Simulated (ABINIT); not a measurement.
# GaSb (F-43m) in ABINIT: single point with LDA

Aim: the single point of GaSb with LDA.

All numbers are computed with ABINIT 10.8.3 (patched build); they aren't measurements. Logs are shortened: lines on timing, memory, paths and dates and some standing lists are left out, and cuts for length are marked. The log counts tension as positive stress, the text compression.

### 1 Starting point

The structure is cubic, space group F-43m (No. 216). The conventional cell has a = 6.118 Å, b = 6.118 Å, c = 6.118 Å, α = 90.00°, β = 90.00°, γ = 90.00°. Around Sb (site symmetry -43m) lie 4 Ga at 2.65 Å. Ga (site symmetry -43m) has 4 Sb at 2.65 Å as nearest neighbours.

### 2 Single point, LDA

Contents of run.abi:

```
pp_dirpath "./"
pseudos "Sb.LDA_PW-JTH_sp.xml, Ga.LDA_PW-JTH.xml"

acell 8.1751050464 8.1751050464 8.1751050464
rprim
     0.0000000000     0.7071067812     0.7071067812
     0.7071067812     0.0000000000     0.7071067812
     0.7071067812     0.7071067812     0.0000000000
ntypat 2
znucl 51 31
natom 2
typat 1 2
xred
     0.7500000000     0.7500000000     0.7500000000
     0.0000000000     0.0000000000     0.0000000000

ecut 408.170794 eV
pawecutdg 30.0

kptopt 1
ngkpt 6 6 6
nshiftk 1
shiftk 0.0 0.0 0.0

ixc 7

nband 13
occopt 3
tsmear 0.00183747

nstep 100
tolvrs 1.0e-9

iomode 3
prtwf 0
prtden 0
prteig 0
prtebands 0
```

Potentials or basis: JTH PAW LDA v2.0 sp.

Command:

```console
abinit run.abi > log 2>&1
```

run.abo:

```text
.Version 10.8.3 of ABINIT
 Symmetries : space group F-4 3 m (#216); Bravais cF (face-center cubic)
================================================================================
 Values of the parameters that define the memory need of the present run
     intxc =       0    ionmov =       0      iscf =      17    lmnmax =      18
     lnmax =       6     mgfft =      30  mpssoang =       3    mqgrid =    3001
     natom =       2  nloc_mem =       2    nspden =       1   nspinor =       1
    nsppol =       1      nsym =      24    n1xccc =       1    ntypat =       2
    occopt =       3   xclevel =       1
       mpw =        1080          nfft =       27000          nkpt =          16
 PAW method is used; the additional fine FFT grid is defined by:
   mgfftf=        45    nfftf =     91125
================================================================================
================================================================================

--------------------------------------------------------------------------------
------------- Echo of variables that govern the present computation ------------
--------------------------------------------------------------------------------
 -outvars: echo values of preprocessed input variables --------
            acell      8.1751050464E+00  8.1751050464E+00  8.1751050464E+00 Bohr
              amu      1.21753000E+02  6.97230000E+01
             ecut      1.50000000E+01 Hartree
              ixc           7
         kptrlatt        6    0    0      0    6    0      0    0    6
          kptrlen      4.90506303E+01
            natom           2
            nband          13
            ngfft          30      30      30
          ngfftdg          45      45      45
             nkpt          16
            nstep         100
             nsym          24
           ntypat           2
           occopt           3
        pawecutdg      3.00000000E+01 Hartree
           prtden           0
        prtebands           0
           prteig           0
            prtwf           0
            rprim      0.0000000000E+00  7.0710678120E-01  7.0710678120E-01
                       7.0710678120E-01  0.0000000000E+00  7.0710678120E-01
                       7.0710678120E-01  7.0710678120E-01  0.0000000000E+00
          spgroup         216
           tolvrs      1.00000000E-09
           tsmear      1.83747000E-03 Hartree
            typat      1  2
           useylm           1
           xangst      4.5884999970E+00  4.5884999970E+00  4.5884999970E+00
                       0.0000000000E+00  0.0000000000E+00  0.0000000000E+00
            xcart      8.6710083230E+00  8.6710083230E+00  8.6710083230E+00
                       0.0000000000E+00  0.0000000000E+00  0.0000000000E+00
             xred      7.5000000000E-01  7.5000000000E-01  7.5000000000E-01
                       0.0000000000E+00  0.0000000000E+00  0.0000000000E+00
            znucl       51.00000   31.00000

================================================================================

 chkinp: Checking input parameters for consistency.

================================================================================
== DATASET  1 ==================================================================

--- !DatasetInfo
iteration_state: {dtset: 1, }
dimensions: {natom: 2, nkpt: 16, mband: 13, nsppol: 1, nspinor: 1, nspden: 1, mpw: 1080, }
cutoff_energies: {ecut:  15.0, pawecutdg:  30.0, }
electrons: {nelect:   1.80000000E+01, charge:   0.00000000E+00, occopt:   3.00000000E+00, tsmear:   1.83747000E-03, }
meta: {optdriver: 0, ionmov: 0, optcell: 0, iscf: 17, paral_kgb: 0, }
...

 Exchange-correlation functional for the present dataset will be:
  LDA: Perdew-Wang 92 LSD fit to Ceperley-Alder data - ixc=7
  J.P.Perdew and Y.Wang, PRB 45, 13244 (1992)

 Real(R)+Recip(G) space primitive vectors, cartesian coordinates (Bohr,Bohr^-1):
 R(1)=  0.0000000  5.7806722  5.7806722  G(1)= -0.0864951  0.0864951  0.0864951
 R(2)=  5.7806722  0.0000000  5.7806722  G(2)=  0.0864951 -0.0864951  0.0864951
 R(3)=  5.7806722  5.7806722  0.0000000  G(3)=  0.0864951  0.0864951 -0.0864951
 Unit cell volume ucvol=  3.8633587E+02 bohr^3
 Angles (23,13,12)=  6.00000000E+01  6.00000000E+01  6.00000000E+01 degrees

 Coarse grid specifications (used for wave-functions):

 getcut: wavevector=  0.0000  0.0000  0.0000  ngfft=  30  30  30
         ecut(hartree)=     15.000   => boxcut(ratio)=   2.10717

 Fine grid specifications (used for densities):

 getcut: wavevector=  0.0000  0.0000  0.0000  ngfft=  45  45  45
         ecut(hartree)=     30.000   => boxcut(ratio)=   2.18290

--- Pseudopotential description ------------------------------------------------
- pspini: atom type   1  psp file is ./Sb.LDA_PW-JTH_sp.xml
 Pseudopotential format is: paw10
 basis_size (lnmax)=  4 (lmn_size=  8), orbitals=   0   0   1   1
 Spheres core radius: rc_sph= 2.30676011
 Shapefunction is SIN type: shapef(r)=[sin(pi*r/rshp)/(pi*r/rshp)]**2
 Radius for shape functions =  2.10122246
 Compensation charge density is not taken into account in XC energy/potential

- pspini: atom type   2  psp file is ./Ga.LDA_PW-JTH.xml
 Pseudopotential format is: paw10
 basis_size (lnmax)=  6 (lmn_size= 18), orbitals=   0   0   1   1   2   2
 Spheres core radius: rc_sph= 2.10359248
 Shapefunction is BESSEL type: shapef(r,l)=aa(1,l)*jl(q(1,l)*r)+aa(2,l)*jl(q(2,l)*r)
 Radius for shape functions =  1.80829011
 Compensation charge density is not taken into account in XC energy/potential

   3.74137811E+03                                ecore*ucvol(ha*bohr**3)
--------------------------------------------------------------------------------

================================================================================

--- !BeginCycle
iteration_state: {dtset: 1, }
solver: {iscf: 17, nstep: 100, nline: 4, wfoptalg: 10, }
tolerances: {tolvrs: 1.00E-09, }
...

     iter   Etot(hartree)      deltaE(h)  residm     nres2
 ETOT  1  -85.028324883459    -8.503E+01 1.156E-01 1.329E+00
 ETOT  2  -85.066771168272    -3.845E-02 7.164E-02 1.939E-01
 ETOT  3  -85.066043354373     7.278E-04 2.169E-03 3.565E-02
 ETOT  4  -85.065873772578     1.696E-04 1.141E-03 2.178E-03
 ETOT  5  -85.065881213786    -7.441E-06 2.710E-04 3.688E-04
 ETOT  6  -85.065883290188    -2.076E-06 1.965E-04 7.717E-06
 ETOT  7  -85.065883260461     2.973E-08 4.065E-05 7.071E-07
 ETOT  8  -85.065883266708    -6.247E-09 2.715E-05 5.288E-08
 ETOT  9  -85.065883266661     4.707E-11 6.059E-06 8.801E-09
 ETOT 10  -85.065883266652     8.924E-12 3.990E-06 8.860E-10

 At SCF step   10       nres2   =  8.86E-10 < tolvrs=  1.00E-09 =>converged.

 Cartesian components of stress tensor (hartree/bohr^3)
  sigma(1 1)=  5.32371697E-05  sigma(3 2)=  0.00000000E+00
  sigma(2 2)=  5.32371697E-05  sigma(3 1)=  0.00000000E+00
  sigma(3 3)=  5.32371697E-05  sigma(2 1)=  0.00000000E+00

--- !ResultsGS
iteration_state: {dtset: 1, }
comment   : Summary of ground state results
lattice_vectors:
- [  0.0000000,   5.7806722,   5.7806722, ]
- [  5.7806722,   0.0000000,   5.7806722, ]
- [  5.7806722,   5.7806722,   0.0000000, ]
lattice_lengths: [   8.17511,    8.17511,    8.17511, ]
lattice_angles: [ 60.000,  60.000,  60.000, ] # degrees, (23, 13, 12)
lattice_volume:   3.8633587E+02
convergence: {deltae:  8.924E-12, res2:  8.860E-10, residm:  3.990E-06, diffor: null, }
etotal    :  -8.50658833E+01
entropy   :   0.00000000E+00
fermie    :  -3.16257465E-01
cartesian_stress_tensor: # hartree/bohr^3
- [  5.32371697E-05,   0.00000000E+00,   0.00000000E+00, ]
- [  0.00000000E+00,   5.32371697E-05,   0.00000000E+00, ]
- [  0.00000000E+00,   0.00000000E+00,   5.32371697E-05, ]
pressure_GPa:  -1.5663E+00
xred      :
- [  7.5000E-01,   7.5000E-01,   7.5000E-01, Sb]
- [  0.0000E+00,   0.0000E+00,   0.0000E+00, Ga]
cartesian_forces: # hartree/bohr
- [ -5.82251753E-30,  -2.91125876E-30,   1.16450351E-29, ]
- [  5.82251753E-30,   2.91125876E-30,  -1.16450351E-29, ]
force_length_stats: {min:   1.33410637E-29, max:   1.33410637E-29, mean:   1.33410637E-29, }
...

 Integrated electronic density in atomic spheres:
 ------------------------------------------------
 Atom  Sphere_radius  Integrated_density
    1        2.30676          2.38474351
    2        2.10359         11.06046896

================================================================================

 ----iterations are completed or convergence reached----

 Mean square residual over all n,k,spin=   42.637E-09; max=  39.896E-07
 reduced coordinates (array xred) for    2 atoms
       0.750000000000      0.750000000000      0.750000000000
       0.000000000000      0.000000000000      0.000000000000
 rms dE/dt=  6.4450E-29; max dE/dt=  1.0097E-28; dE/dt below (all hartree)
    1       0.000000000000      0.000000000000      0.000000000000
    2       0.000000000000      0.000000000000     -0.000000000000

 cartesian coordinates (angstrom) at end:
    1      4.58849999696772     4.58849999696772     4.58849999696772
    2      0.00000000000000     0.00000000000000     0.00000000000000

 cartesian forces (hartree/bohr) at end:
    1     -0.00000000000000    -0.00000000000000     0.00000000000000
    2      0.00000000000000     0.00000000000000    -0.00000000000000
 frms,max,avg= 7.7024667E-30 1.1645035E-29   0.000E+00  0.000E+00  0.000E+00 h/b

 cartesian forces (eV/Angstrom) at end:
    1     -0.00000000000000    -0.00000000000000     0.00000000000000
    2      0.00000000000000     0.00000000000000    -0.00000000000000
 frms,max,avg= 3.9607676E-28 5.9881178E-28   0.000E+00  0.000E+00  0.000E+00 e/A
 length scales=  8.175105046400  8.175105046400  8.175105046400 bohr
              =  4.326079284358  4.326079284358  4.326079284358 angstroms
 Fermi (or HOMO) energy (hartree) =  -0.31626   Average Vxc (hartree)=  -0.33059
 Eigenvalues (hartree) for nkpt=  16  k points:
 kpt#   1, nband= 13, wtk=  0.00463, kpt=  0.0000  0.0000  0.0000 (reduced coord)
  -0.87242   -0.87242   -0.87242   -0.87064   -0.87064   -0.74136   -0.32220   -0.31758
  -0.31758   -0.31758   -0.21356   -0.21356   -0.21356
      occupation numbers for kpt#   1
   2.00000    2.00000    2.00000    2.00000    2.00000    2.00000    1.92426    1.34569
   1.34569    1.34569    0.00000    0.00000    0.00000
 prteigrs : prtvol=0 or 1, do not print more k-points.

--- !EnergyTerms
iteration_state     : {dtset: 1, }
comment             : Components of total free energy in Hartree
kinetic             :  6.65019409769274E+00
hartree             :  3.09048640623473E+01
xc                  : -5.67911879205796E+00
Ewald energy        : -4.29757509795375E+01
psp_core            :  9.68426296278962E+00
local_psp           : -8.13850840705714E+01
PAW spherical_terms : -2.26519011214430E+00
internal            : -8.50658228314815E+01
'-kT*entropy'       : -3.78608018534931E-05
total_energy        : -8.50658606922834E+01
total_energy_eV     : -2.31475999164454E+03
...

--- !EnergyTermsDC
iteration_state     : {dtset: 1, }
comment             : '"Double-counting" decomposition of free energy'
band_energy         : -1.27181347362879E+01
Ewald energy        : -4.29757509795375E+01
psp_core            :  9.68426296278962E+00
xc_dc               : -3.21925622284436E+01
PAW spherical_terms : -6.86366042437044E+00
internal            : -8.50658454058499E+01
'-kT*entropy'       : -3.78608018534931E-05
total_energy_dc     : -8.50658832666518E+01
total_energy_dc_eV  : -2.31476060592439E+03
...

--- !EnergyTermsWithPAWCore
iteration_state     : {dtset: 1, }
comment             : 'Components of total free energy, including PAW core contributions'
Total energy        : -8.41740515820499E+03
Total energy DC     : -8.41740518077936E+03
Total energy (eV)   : -2.29049262948829E+05
Total energy DC (eV): -2.29049263563109E+05
...

 Cartesian components of stress tensor (hartree/bohr^3)
  sigma(1 1)=  5.32371697E-05  sigma(3 2)=  0.00000000E+00
  sigma(2 2)=  5.32371697E-05  sigma(3 1)=  0.00000000E+00
  sigma(3 3)=  5.32371697E-05  sigma(2 1)=  0.00000000E+00

-Cartesian components of stress tensor (GPa)         [Pressure= -1.5663E+00 GPa]
- sigma(1 1)=  1.56629161E+00  sigma(3 2)=  0.00000000E+00
- sigma(2 2)=  1.56629161E+00  sigma(3 1)=  0.00000000E+00
- sigma(3 3)=  1.56629161E+00  sigma(2 1)=  0.00000000E+00

== END DATASET(S) ==============================================================
================================================================================

 -outvars: echo values of variables after computation  --------
            acell      8.1751050464E+00  8.1751050464E+00  8.1751050464E+00 Bohr
           etotal     -8.5065883267E+01
            fcart     -5.8225175266E-30 -2.9112587633E-30  1.1645035053E-29
                       5.8225175266E-30  2.9112587633E-30 -1.1645035053E-29
            rprim      0.0000000000E+00  7.0710678120E-01  7.0710678120E-01
                       7.0710678120E-01  0.0000000000E+00  7.0710678120E-01
                       7.0710678120E-01  7.0710678120E-01  0.0000000000E+00
           strten      5.3237169690E-05  5.3237169690E-05  5.3237169690E-05
                       0.0000000000E+00  0.0000000000E+00  0.0000000000E+00
           xangst      4.5884999970E+00  4.5884999970E+00  4.5884999970E+00
                       0.0000000000E+00  0.0000000000E+00  0.0000000000E+00
             xred      7.5000000000E-01  7.5000000000E-01  7.5000000000E-01
                       0.0000000000E+00  0.0000000000E+00  0.0000000000E+00
 Calculation completed.
```

Run time: 7.2 s. Hardware: 1 thread of Intel Xeon at 2.70GHz, shared host; peak memory 0.08 GiB.

What came out:

| Property | Result |
| --- | --- |
| Free energy | -2314.7606 eV |
| Pressure | -1.6 GPa |
| Band gap on the k mesh | none (metal or under the smearing width) |
| Valence electrons inside the program's atomic spheres | Sb 2.38; Ga 11.06 |

Caveat: the cutoff is short for stress, so the pressure is rough; this set keeps more shells in the core, which shifts pressures and gaps; this crystal is a semiconductor, whose small gap the functional closes, so the metal is an error of the method.
